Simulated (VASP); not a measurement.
In2Se:

```
Se In
1.0
     0.00000    3.49480    3.49480
     3.49480    0.00000    3.49480
     3.49480    3.49480    0.00000
Se In
1 2
Cartesian
  0.0000 0.0000 0.0000
  1.7474 1.7474 1.7474
  5.2422 5.2422 5.2422
```

The cell was built by a generator and needn't be a form met in nature.

* Program: VASP 6.6.1
* Task: relaxation of cell and atoms
* Functional: PBE
* Potentials or basis: VASP PAW PBE potentials, release 64 (Se, In_d)
* Cutoff: 600 eV
* k mesh: 5 × 5 × 5
* Occupations: gaussian, width 0.0242 eV
* Spin: no spin polarisation

At the start: pressure 5.1 GPa; volume 28.46 Å³/atom.

**Question.** How do energy, volume and symmetry change on relaxing?

**Answer.** Over 4 steps the energy falls by 70.2 meV/atom and the volume is 33.23 Å³/atom (+16.8 %); space group Fm-3m (No. 225, to 0.05 Å).

The path:
```
step  energy change (eV)  largest force (eV/Å)  pressure (GPa)  volume (Å³)
   1              0.0000                0.0000            5.12        85.37
   2             -0.2055                0.0000            0.68        97.11
   3             -0.2107                0.0000            0.06        99.38
   4             -0.2107                0.0000           -0.02        99.68
```

Final structure:
```
Se In
1.0
     0.00000    3.68010    3.68010
     3.68010    0.00000    3.68010
     3.68010    3.68010    0.00000
Se In
1 2
Direct
  0.00000 0.00000 0.00000
  0.25000 0.25000 0.25000
  0.75000 0.75000 0.75000
```

Caveat: the volume moved by over 15 % at a fixed basis, so the end points are rough.
